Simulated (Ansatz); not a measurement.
Planning a run of Ansatz 0.2.0 on CeO2 (I4/mmm). The input:

```yaml
crystal:
  lattice:
    - [0.0, 2.70365, 2.757723]
    - [2.70365, 0.0, 2.757723]
    - [2.70365, 2.70365, 0.0]
  atoms:
    - { symbol: Ce, position: [0.0, 0.0, 0.0] }
    - { symbol: O, position: [0.25, 0.25, 0.25] }
    - { symbol: O, position: [0.75, 0.75, 0.75] }
kpoints:
  mp_grid: { grid: [4, 4, 4] }
  band_path:
    path:
      - [0.0, 0.0, 0.0]
      - [0.5, 0.0, 0.5]
      - [0.625, 0.25, 0.625]
      - [0.375, 0.375, 0.75]
      - [0.5, 0.5, 0.5]
      - [0.5, 0.25, 0.75]
      - [0.2625, 0.2625, 0.525]
    npoints: 1
hamiltonian:
  xc: hse06
  pseudopotentials: { kind: paw, azcp: { folder: soft_1 } }
scf:
  occupations: { method: fixed }
  n_extra_bands: 5
output:
  eigenvalues: true
```

```sh
ansatz run input.yaml --threads 3 --pin off --max-ram 92160MiB --backend cuda --events-out ev --progress --plain --runs-dir out --devices 1 --max-vram 13GiB
```

Question: How long will it take on 1 × NVIDIA H100 80GB HBM3 (shared by 6 runs) with 3 threads of AMD EPYC 7R13 (Zen 3), shared host, and how much memory?

It took 16 s; on shared hardware allow 7.9 s to 32 s. Peak host memory was 1.1 GiB. The sizes that set the cost: 789 plane waves a state, 13 irreducible k points and 23 SCF cycles.

Exact exchange couples every pair of k points and filled bands, so it costs far more than a semilocal run.

[Paths, hosts, dates, memory and timing lines, banners, echoed tables and standing remarks are left out of the program output.]

[Logs are printed without paths, hosts, clocks, repeated set-up lines and the standing remarks that a program may print on its own settings, such as how far it seeks lower states.]

[Runs of the session that timed out or met a known fault of the program may be left out.]

[Cells called generated may have been cut or substituted from an entry of the Crystallography Open Database or the Materials Project.]

[Hosts, paths, dates, database ids (printed as entryN), source tags and the programs' standing remarks are cut or masked in the printed files.]
